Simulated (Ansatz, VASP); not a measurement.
## AlN: VASP beside Ansatz

The input INCAR:

```
SYSTEM = AlN
  PREC = Accurate
  ENCUT = 520
  EDIFF = 1E-7
  ISMEAR = -1
  SIGMA = 0.05
  LREAL = .FALSE.
  LASPH = .TRUE.
  NELM = 100
  ALGO = Normal
  ISIF = 2
  LWAVE = .FALSE.
  LCHARG = .FALSE.
  GGA = RP
  NBANDS = 11
```

KPOINTS

```
Automatic mesh
0
G
  11 11 11
  0 0 0
```

File POSCAR:

```
AlN
1.0
    0.0000000000      2.0345180000      2.0345180000
    2.0345180000      0.0000000000      2.0345180000
    2.0345180000      2.0345180000      0.0000000000
Al N
1 1
Direct
    0.5000000000      0.5000000000      0.5000000000
    0.0000000000      0.0000000000      0.0000000000
```

Contents of input.yaml:

```yaml
crystal:
  lattice:
    - [0.0, 2.034518, 2.034518]
    - [2.034518, 0.0, 2.034518]
    - [2.034518, 2.034518, 0.0]
  atoms:
    - { symbol: Al, position: [0.5, 0.5, 0.5] }
    - { symbol: "N", position: [0.0, 0.0, 0.0] }
hamiltonian:
  xc: rpbe
  pseudopotentials: { kind: paw }
kpoints:
  mp_grid: { grid: [11, 11, 11] }
  band_path:
    path:
      - [[0.0, 0.0, 0.0], [0.5, 0.0, 0.5], [0.5, 0.25, 0.75], [0.375, 0.375, 0.75], [0.0, 0.0, 0.0], [0.5, 0.5, 0.5], [0.625, 0.25, 0.625], [0.5, 0.25, 0.75], [0.5, 0.5, 0.5], [0.375, 0.375, 0.75]]
      - [[0.625, 0.25, 0.625], [0.5, 0.0, 0.5]]
    npoints: 14
scf:
  occupations: { method: fermi_dirac, width: 0.05 }
  n_extra_bands: 6
output:
  forces: true
  stress: true
  eigenvalues: true
  fatbands: true
  write_density: true
  write_potential: true
  elf: true
  volumetric_format: npy
```

Measurements of this composition are mostly on another form, of space group No. 186.

Alike in both runs: functional RPBE; k mesh 11 × 11 × 11; occupations fermi-dirac, width 0.05 eV; no spin polarisation.

|  | VASP | Ansatz |
| --- | --- | --- |
| version | VASP 6.6.1 | Ansatz 0.2.0 |
| potentials or method | VASP PAW PBE potentials, release 64 (Al, N) | Ansatz PAW |
| plane-wave cutoff (eV) | 520 | 420 |
| valence electrons in the cell | 8 | 8 |
| task | single point | band structure |

```tsv
	VASP	Ansatz	Ansatz less VASP
gap on the k mesh at the Fermi level (eV)	4.66	4.69	+0.030
least direct gap on the mesh (eV)	5.43	5.41	-0.012
pressure (GPa)	4.1	4.9	+0.75
```

Caveats: the PAW data sets were made with another functional, which shifts forces and pressure a little (VASP); an odd mesh through Γ misses points on the zone boundary, where band edges often lie (VASP); the k mesh misses the band edges, so the gap on the mesh is wider than the one along the path (Ansatz); the pressure holds a Pulay correction of +0.5 GPa for the finite cutoff (Ansatz); the PAW data sets come from PBE, with cores solved anew for the run's functional, which leaves a small shift of forces and pressure (Ansatz).
